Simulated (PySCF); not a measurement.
Does the answer move with the share of exact exchange?

Compound: C4H10O.
SMILES: `CC(C)(C)O`

Torsions of this conformer, `[CH3:1][C:2]([CH3:3])([CH3:4])[OH:5]`: H–O5–C2–C1 -61°.

PySCF, def2-SVPD basis, density fitting, gas phase, PBE0-D3(BJ)/def2-SVP geometry; singlet excitations by full TDDFT with frozen cores, triplets by Tamm–Dancoff TDDFT and ionisation energies by ΔSCF, from the lowest of the holes tried. One functional is left out:

```tsv
functional	exact exchange (%)	HOMO energy (eV)	LUMO energy (eV)	lowest singlet excitation (eV)	lowest triplet excitation (eV)	dipole moment (D)	mean polarisability (au)	vertical ionisation energy (eV)
LDA	0	-6.36	-0.41	6.00	5.88	1.613	60.1	9.95
PBE	0	-6.22	-0.29	5.98	5.83	1.552	59.2	9.77
B3LYP	20	-7.61	0.13	6.69	6.48	1.623	57.2	10.11
BHandHLYP	50	-9.42	0.94	7.58	7.28	1.687	55.0	10.22
```

Problem. Predict the row of PBE0 (25 % exact exchange) by straight lines through the other rows, and check it.

Solution. 
```csv
property,line,computed,computed − line,"B3LYP (20 %), for comparison"
HOMO energy (eV),-7.87,-7.84,+0.03,-7.61
LUMO energy (eV),0.29,0.44,+0.15,0.13
lowest singlet excitation (eV),6.80,6.95,+0.15,6.69
lowest triplet excitation (eV),6.58,6.71,+0.13,6.48
dipole moment (D),1.634,1.614,-0.020,1.623
mean polarisability (au),57.2,56.7,-0.5,57.2
vertical ionisation energy (eV),10.07,10.07,0.00,10.11
```
